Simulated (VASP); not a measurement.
Input of a VASP 6.6.1 run:

The input INCAR:

```
ALGO = Normal ; EDIFF = 1E-7
ENCUT = 520 ; GGA = PE
ISIF = 2 ; ISMEAR = -1
ISPIN = 2 ; LASPH = T
LCHARG = F ; LMAXMIX = 4
LORBIT = 11 ; LREAL = F
LWAVE = F ; MAGMOM = 1 1 0 0 0 0 0 0
NBANDS = 27 ; NELM = 100
PREC = Accurate ; SIGMA = 0.05
```

KPOINTS

```
k-points
0
Gamma
  6 6 11
```

File POSCAR:

```
NiH3
1.0
    5.1081078730      0.0000000000      0.0000000000
   -2.5540539365      4.4237511833      0.0000000000
    0.0000000000      0.0000000000      2.3404320000
Ni H
2 6
Direct
    0.3296880000      0.6679510000      0.7491040000
    0.6675100000      0.3467530000      0.2510140000
    0.2076430000      0.4190760000      0.2271480000
    0.2194120000      0.8026400000      0.2507560000
    0.5904290000      0.7934700000      0.2614440000
    0.7909060000      0.5716910000      0.7583180000
    0.7846950000      0.2148760000      0.7778250000
    0.4126510000      0.2005400000      0.7553150000
```

Potentials or basis: VASP PAW PBE potentials, release 64 (Ni, H).

The run is started by

```console
$ cat potpaw_PBE.64/Ni/POTCAR potpaw_PBE.64/H/POTCAR > POTCAR
$ mpirun -np 1 vasp_std > vasp.out
```

Problem. Estimate the net moment.

Solution. 0.00 μB per cell.

Problem. Predict the band gap on the k mesh.

Solution. None (metal or under the smearing width).

Stress tensor (GPa, compression positive):
```
 3.82 -0.55 -0.97
-0.55  8.67 -0.94
-0.97 -0.94  6.69
```
